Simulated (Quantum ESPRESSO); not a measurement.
# FeO (Fm-3m) in Quantum ESPRESSO: a series of runs, part 2 of 4

Quantum ESPRESSO 7.5. Earlier steps stand in the parts before.

## (3) Phonons, revPBE, collinear spin, ferromagnetic start

Contents of pw.in:

```
&CONTROL
  calculation = 'scf'
  prefix = 'pwscf'
  outdir = './tmp'
  pseudo_dir = './pseudo'
  tprnfor = .true.
  tstress = .true.
  disk_io = 'low'
/
&SYSTEM
  ibrav = 0
  nat = 2
  ntyp = 2
  ecutwfc = 56
  ecutrho = 448
  nbnd = 21
  input_dft = 'revpbe'
  occupations = 'smearing'
  smearing = 'fd'
  degauss = 0.00367493
  nspin = 2
  starting_magnetization(1) = 0.1875
  starting_magnetization(2) = 0
/
&ELECTRONS
  conv_thr = 4d-10
  electron_maxstep = 120
  mixing_beta = 0.3
/
ATOMIC_SPECIES
Fe    55.8450 fe_pbe_v1.5.uspp.F.UPF
O     15.9990 o_pbe_v1.2.uspp.F.UPF
CELL_PARAMETERS bohr
   0.0000000000    4.0731159914    4.0731159914
   4.0731159914    0.0000000000    4.0731159914
   4.0731159914    4.0731159914    0.0000000000
ATOMIC_POSITIONS bohr
Fe     0.0000000000    0.0000000000    0.0000000000
O      4.0731159914    4.0731159914    4.0731159914
K_POINTS automatic
4 4 4 1 1 1
```

Contents of relax.in:

```
&CONTROL
  calculation = 'vc-relax'
  prefix = 'pwscf'
  outdir = './tmp'
  pseudo_dir = './pseudo'
  tprnfor = .true.
  tstress = .true.
  disk_io = 'low'
  nstep = 40
  forc_conv_thr = 0.0001
  etot_conv_thr = 1d-06
/
&SYSTEM
  ibrav = 0
  nat = 2
  ntyp = 2
  ecutwfc = 56
  ecutrho = 448
  nbnd = 21
  input_dft = 'revpbe'
  occupations = 'smearing'
  smearing = 'fd'
  degauss = 0.00367493
  nspin = 2
  starting_magnetization(1) = 0.1875
  starting_magnetization(2) = 0
/
&ELECTRONS
  conv_thr = 4d-10
  electron_maxstep = 120
  mixing_beta = 0.3
/
&IONS
  ion_dynamics = 'bfgs'
/
&CELL
  cell_dynamics = 'bfgs'
  press = 0
  press_conv_thr = 0.2
/
ATOMIC_SPECIES
Fe    55.8450 fe_pbe_v1.5.uspp.F.UPF
O     15.9990 o_pbe_v1.2.uspp.F.UPF
CELL_PARAMETERS bohr
   0.0000000000    4.0731159914    4.0731159914
   4.0731159914    0.0000000000    4.0731159914
   4.0731159914    4.0731159914    0.0000000000
ATOMIC_POSITIONS bohr
Fe     0.0000000000    0.0000000000    0.0000000000
O      4.0731159914    4.0731159914    4.0731159914
K_POINTS automatic
4 4 4 1 1 1
```

Contents of scf2.in:

```
&CONTROL
  calculation = 'scf'
  prefix = 'pwscf'
  outdir = './tmp'
  pseudo_dir = './pseudo'
  tprnfor = .true.
  tstress = .true.
  disk_io = 'low'
/
&SYSTEM
  ibrav = 0
  nat = 2
  ntyp = 2
  ecutwfc = 56
  ecutrho = 448
  nbnd = 21
  input_dft = 'revpbe'
  occupations = 'smearing'
  smearing = 'fd'
  degauss = 0.00367493
  nspin = 2
  starting_magnetization(1) = 0.1875
  starting_magnetization(2) = 0
/
&ELECTRONS
  conv_thr = 1d-13
  electron_maxstep = 120
  mixing_beta = 0.3
  startingpot = 'file'
  startingwfc = 'file'
/
ATOMIC_SPECIES
Fe    55.8450 fe_pbe_v1.5.uspp.F.UPF
O     15.9990 o_pbe_v1.2.uspp.F.UPF
CELL_PARAMETERS bohr
   0.0000000000    4.1003296605    4.1003296605
   4.1003296605    0.0000000000    4.1003296605
   4.1003296605    4.1003296605    0.0000000000
ATOMIC_POSITIONS bohr
Fe     0.0000000000    0.0000000000    0.0000000000
O      4.1003296605    4.1003296605    4.1003296605
K_POINTS automatic
4 4 4 1 1 1
```

Contents of ph.in:

```
phonons of FeO
&INPUTPH
  prefix = 'pwscf'
  outdir = './tmp'
  tr2_ph = 1d-18
  fildyn = 'dyn'
  niter_ph = 90
  alpha_mix(1) = 0.4
/
0.0000000000 0.0000000000 0.0000000000
```

Contents of dynmat.in:

```
&INPUT
  fildyn = 'dyn'
  asr = 'crystal'
  filout = 'dynmat.disp'
  fileig = 'dynmat.eig'
/
```

Potentials or basis: GBRV 1.5 PBE.

Run with:

```bash
$ OMP_NUM_THREADS=1 pw.x -in pw.in > pw.out
$ OMP_NUM_THREADS=1 pw.x -in relax.in > relax.out
$ OMP_NUM_THREADS=1 pw.x -in scf2.in > scf2.out
$ OMP_NUM_THREADS=1 ph.x -in ph.in > ph.out
$ OMP_NUM_THREADS=1 dynmat.x -in dynmat.in > dynmat.out
```

pw.out:

```text
This program is part of the open-source Quantum ESPRESSO suite
     for quantum simulation of materials; please cite
         "P. Giannozzi et al., J. Phys.:Condens. Matter 21 395502 (2009);
         "P. Giannozzi et al., J. Phys.:Condens. Matter 29 465901 (2017);
         "P. Giannozzi et al., J. Chem. Phys. 152 154105 (2020);
     in publications or presentations arising from this work. More details at

     IMPORTANT: XC functional enforced from input :
     Exchange-correlation= REVPBE
                           (   1   4   4   4   0   0   0)
     Any further DFT definition will be discarded
     Please, verify this is what you really want

     Message from routine setup:
     using ibrav=0 with symmetry is DISCOURAGED, use correct ibrav instead

     G-vector sticks info
     --------------------
     sticks:   dense  smooth     PW     G-vecs:    dense   smooth      PW
     Sum        1027     511    163                21595     7727    1363

     Using Slab Decomposition

     bravais-lattice index     =            0
     lattice parameter (alat)  =       5.7603  a.u.
     unit-cell volume          =     135.1482 (a.u.)^3
     number of atoms/cell      =            2
     number of atomic types    =            2
     number of electrons       =        22.00
     number of Kohn-Sham states=           21
     kinetic-energy cutoff     =      56.0000  Ry
     charge density cutoff     =     448.0000  Ry
     scf convergence threshold =      4.0E-10
     mixing beta               =       0.3000
     number of iterations used =            8  plain     mixing
     Exchange-correlation= REVPBE
                           (   1   4   4   4   0   0   0)

     celldm(1)=   5.760256  celldm(2)=   0.000000  celldm(3)=   0.000000
     celldm(4)=   0.000000  celldm(5)=   0.000000  celldm(6)=   0.000000

     crystal axes: (cart. coord. in units of alat)
               a(1) = (   0.000000   0.707107   0.707107 )
               a(2) = (   0.707107   0.000000   0.707107 )
               a(3) = (   0.707107   0.707107   0.000000 )

     reciprocal axes: (cart. coord. in units 2 pi/alat)
               b(1) = ( -0.707107  0.707107  0.707107 )
               b(2) = (  0.707107 -0.707107  0.707107 )
               b(3) = (  0.707107  0.707107 -0.707107 )

     PseudoPot. # 1 for Fe read from file:
     fe_pbe_v1.5.uspp.F.UPF
     Pseudo is Ultrasoft + core correction, Zval = 16.0
[... 203 lines left out ...]

          k =-0.2652-0.2652 0.4419 (   958 PWs)   bands (ev):
[... 19 lines left out ...]
   -75.5122 -41.5748 -41.5632 -41.5518  -5.0158   7.1488   7.7703   8.2384
    11.0301  11.4881  11.7577  12.0507  12.8923  21.5187  22.8701  23.8144
    27.4518  32.4064  36.3173  41.7377  42.7807

          k = 0.0884-0.2652 0.4419 (   954 PWs)   bands (ev):

   -75.5135 -41.5758 -41.5540 -41.5450  -5.1562   6.6001   7.9950   8.2527
    11.0240  11.4172  11.8390  12.4493  13.6394  20.0947  23.3468  24.8227
    28.0250  32.8338  36.6046  38.7474  41.3852

          k =-0.6187 0.0884 0.0884 (   965 PWs)   bands (ev):

   -75.5122 -41.5795 -41.5570 -41.5530  -5.0961   7.0792   8.6029   9.0512
    10.2950  11.5677  11.7340  11.8847  12.0014  20.2287  23.2469  24.7081
    28.9559  29.7375  40.1399  40.6395  43.3024

          k = 0.2652 0.2652 0.2652 (   941 PWs)   bands (ev):
[... 7 lines left out ...]
   -75.5127 -41.5770 -41.5606 -41.5460  -5.0239   6.6047   7.7283   8.0608
    11.2154  11.3924  11.8431  12.4587  13.6770  21.1640  22.5031  24.0149
    28.0864  33.2890  35.8488  38.9871  41.4627

 ------ SPIN DOWN ----------

          k = 0.0884 0.0884 0.0884 (   944 PWs)   bands (ev):

   -71.1451 -37.2705 -37.2619 -37.2619  -5.5608  10.1252  10.7902  10.7902
    14.0627  14.0765  14.0765  15.2815  15.2815  16.3887  28.2588  31.9462
    31.9462  32.9146  35.5840  35.5840  38.1908

          k = 0.2652 0.2652-0.0884 (   952 PWs)   bands (ev):

   -71.1415 -37.3024 -37.2739 -37.2653  -4.9282   7.8144   9.7138   9.7365
    14.4793  14.5352  14.9984  15.7497  17.0152  19.1636  25.3322  27.7345
    30.0571  34.2011  35.7224  37.5170  41.7029

          k =-0.2652-0.2652 0.4419 (   958 PWs)   bands (ev):
[... 19 lines left out ...]
   -71.1378 -37.3106 -37.2957 -37.2813  -4.4444   7.8264   8.6282   9.3594
    14.0861  15.0065  15.3619  15.8617  16.4793  22.6908  23.8283  24.6870
    28.4682  33.2729  36.9342  42.5423  43.3711

          k = 0.0884-0.2652 0.4419 (   954 PWs)   bands (ev):

   -71.1393 -37.3121 -37.2841 -37.2726  -4.6029   7.3841   9.1222   9.5025
    14.2465  15.0990  15.1988  15.9236  16.9775  20.9613  24.4190  25.8033
    29.0473  33.6481  37.4133  39.4868  42.1067

          k =-0.6187 0.0884 0.0884 (   965 PWs)   bands (ev):

   -71.1378 -37.3165 -37.2879 -37.2828  -4.5199   7.6410   9.4568   9.9074
    12.9948  15.3399  15.3706  15.6569  15.9069  21.5404  23.9600  25.8112
    29.9501  30.7356  40.5447  41.6402  43.7324

          k = 0.2652 0.2652 0.2652 (   941 PWs)   bands (ev):
[... 7 lines left out ...]
   -71.1384 -37.3136 -37.2925 -37.2739  -4.4631   7.3793   8.6208   9.4315
    14.6128  15.0142  15.1408  16.0652  17.0715  21.9321  23.7410  24.8920
    29.1107  34.1372  36.3798  39.8959  42.1043

     the Fermi energy is    14.6106 ev

!    total energy              =    -282.69545914 Ry
     estimated scf accuracy    <          4.1E-11 Ry
     smearing contrib. (-TS)   =      -0.00092543 Ry
     internal energy E=F+TS    =    -282.69453371 Ry

     The total energy is F=E-TS. E is the sum of the following terms:
     one-electron contribution =    -136.66385519 Ry
     hartree contribution      =      80.73870276 Ry
     xc contribution           =     -36.74183936 Ry
     ewald contribution        =    -190.02754191 Ry

     total magnetization       =     4.00 Bohr mag/cell
     absolute magnetization    =     4.02 Bohr mag/cell

     convergence has been achieved in  12 iterations

     Forces acting on atoms (cartesian axes, Ry/au):

     atom    1 type  1   force =     0.00000000   -0.00000000   -0.00000000
     atom    2 type  2   force =    -0.00000000    0.00000000    0.00000000

     Total force =     0.000000     Total SCF correction =     0.000000

     Computing stress (Cartesian axis) and pressure

          total   stress  (Ry/bohr**3)                   (kbar)     P=       36.64
   0.00024910  -0.00000000   0.00000000           36.64       -0.00        0.00
  -0.00000000   0.00024910   0.00000000           -0.00       36.64        0.00
   0.00000000   0.00000000   0.00024910            0.00        0.00       36.64

=------------------------------------------------------------------------------=
   JOB DONE.
=------------------------------------------------------------------------------=
```

relax.out:

```text
This program is part of the open-source Quantum ESPRESSO suite
     for quantum simulation of materials; please cite
         "P. Giannozzi et al., J. Phys.:Condens. Matter 21 395502 (2009);
         "P. Giannozzi et al., J. Phys.:Condens. Matter 29 465901 (2017);
         "P. Giannozzi et al., J. Chem. Phys. 152 154105 (2020);
[... 1593 lines left out ...]
   0.00000000   0.00000243   0.00000000            0.00        0.36        0.00
   0.00000000   0.00000000   0.00000243            0.00        0.00        0.36

=------------------------------------------------------------------------------=
   JOB DONE.
=------------------------------------------------------------------------------=
```

scf2.out:

```text
This program is part of the open-source Quantum ESPRESSO suite
     for quantum simulation of materials; please cite
         "P. Giannozzi et al., J. Phys.:Condens. Matter 21 395502 (2009);
         "P. Giannozzi et al., J. Phys.:Condens. Matter 29 465901 (2017);
         "P. Giannozzi et al., J. Chem. Phys. 152 154105 (2020);
[... 327 lines left out ...]
  -0.00000000   0.00000248   0.00000000           -0.00        0.36        0.00
  -0.00000000   0.00000000   0.00000248           -0.00        0.00        0.36

=------------------------------------------------------------------------------=
   JOB DONE.
=------------------------------------------------------------------------------=
```

It took 3.2 min on 1 thread of Arm Neoverse V2, shared host; peak memory 0.15 GiB.

What came out:

| Item | Value |
| --- | --- |
| Free energy | -3846.2724 eV |
| Relaxed volume | 10.22 Å³/atom |
| Relaxed cell | a = 3.069 Å, b = 3.069 Å, c = 3.069 Å, α = 60.00°, β = 60.00°, γ = 60.00° |
| Space group after relaxing (to 0.05 Å) | Fm-3m (No. 225) |
| Pressure after relaxing | 0.0 GPa |
| Band gap on the k mesh | none (metal or under the smearing width) |
| Net moment | 4.00 μB per cell |
| Absolute moment | 4.02 μB per cell |
| Site moments | Fe +3.47; O +0.31 μB |
| Valence electrons inside the program's atomic spheres | Fe 13.54; O 5.85 |
| Highest phonon frequency at Γ | 235 cm⁻¹ |

Step by step:
```tsv
step	energy change (eV)	largest force (eV/Å)	pressure (GPa)	volume (Å³)
1	0.0000	0.0000	3.66	20.03
2	-0.0045	0.0000	0.23	20.40
3	-0.0045	0.0000	0.01	20.43
4	-0.0045	0.0000	0.00	20.43
```

Final structure:
```
Fe O
1.0
     0.00000    2.16980    2.16980
     2.16980    0.00000    2.16980
     2.16980    2.16980    0.00000
Fe O
1 1
Cartesian
  0.0000 0.0000 0.0000
  2.1698 2.1698 2.1698
```

Phonon frequencies in cm⁻¹ (negative: imaginary):
| q point | frequencies |
| --- | --- |
| (0.000, 0.000, 0.000) | 6 6 6 235 235 235 |

Optical modes at Γ, degenerate ones joined:
```
cm⁻¹  components  symmetry  active in
 235           3       T1u         IR
```

Caveat: the k mesh is coarse (spacing up to 0.63 Å⁻¹), so the values aren't converged; the mesh is thin for the phonons of a metal; the potentials were made for another functional, which shifts forces and pressure; a cell with one magnetic atom can't hold antiferromagnetic order, which such compounds often take; semilocal functionals often make such compounds metallic where correlation or magnetic order opens a gap, which also shifts bond lengths.

(Continued in part 3 of 4.)
